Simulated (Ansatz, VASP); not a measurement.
C in VASP and in Ansatz

```
C
1.0
     0.00000    2.05878    1.33821
     2.05878    0.00000    1.33821
     2.05878    2.05878    0.00000
C
2
Direct
  0.50000 0.50000 0.50000
  0.75000 0.75000 0.75000
```

Alike in both runs: task single point; functional PBEsol; k mesh 12 × 12 × 12; occupations gaussian, width 0.05 eV; no spin polarisation.

```csv
,VASP,Ansatz
version,VASP 6.6.1,Ansatz 0.2.0
potentials or method,"VASP PAW PBE potentials, release 64 (C)","scalar-relativistic, plane waves, PAW"
plane-wave cutoff (eV),520,420
valence electrons in the cell,8,8
```

```tsv
	VASP	Ansatz	Ansatz less VASP
gap on the k mesh at the Fermi level (eV)	none	none	-
pressure (GPa)	-4.7	-5.5	-0.82
largest component of the traceless stress (GPa)	122.97	123.34	+0.367
```

A gap of «none» marks a metal or a gap that the smearing closes.

Caveats: the PAW data sets were made with another functional, which shifts forces and pressure a little (VASP).
